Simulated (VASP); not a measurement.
TaC:

```
Ta C
1.0
     0.00000    2.22300    2.22300
     2.22300    0.00000    2.22300
     2.22300    2.22300    0.00000
Ta C
1 1
Direct
  0.00000 0.00000 0.00000
  0.50000 0.50000 0.50000
```

| Property | Result |
| --- | --- |
| Program | VASP 6.6.1 |
| Task | relaxation of cell and atoms |
| Functional | LDA |
| Potentials or basis | VASP PAW LDA potentials, release 64 (Ta_pv, C) |
| Cutoff | 600 eV |
| k mesh | 14 × 14 × 14 |
| Occupations | methfessel-paxton, width 0.1 eV |
| Spin | no spin polarisation |

At the start: pressure -5.9 GPa; volume 10.99 Å³/atom.

Question: How do energy, volume and symmetry change on relaxing?

Answer: Over 3 steps the energy falls by 3.4 meV/atom and the volume is 10.80 Å³/atom (-1.7 %); space group Fm-3m (No. 225, to 0.05 Å).

Step by step:
```tsv
step	energy change (eV)	largest force (eV/Å)	pressure (GPa)	volume (Å³)
1	0.0000	0.0000	-5.85	21.97
2	0.0363	0.0000	16.27	20.72
3	-0.0069	0.0000	-0.10	21.61
```

Final structure:
```cif
data_structure
_symmetry_space_group_name_H-M 'P 1'
_symmetry_Int_Tables_number 1
_cell_length_a 3.1263
_cell_length_b 3.1263
_cell_length_c 3.1263
_cell_angle_alpha 60.000
_cell_angle_beta 60.000
_cell_angle_gamma 60.000
_cell_volume 21.61
loop_
_atom_site_label
_atom_site_type_symbol
_atom_site_fract_x
_atom_site_fract_y
_atom_site_fract_z
_atom_site_occupancy
Ta1 Ta 0.00000 0.00000 0.00000 1
C1 C 0.50000 0.50000 0.50000 1
```
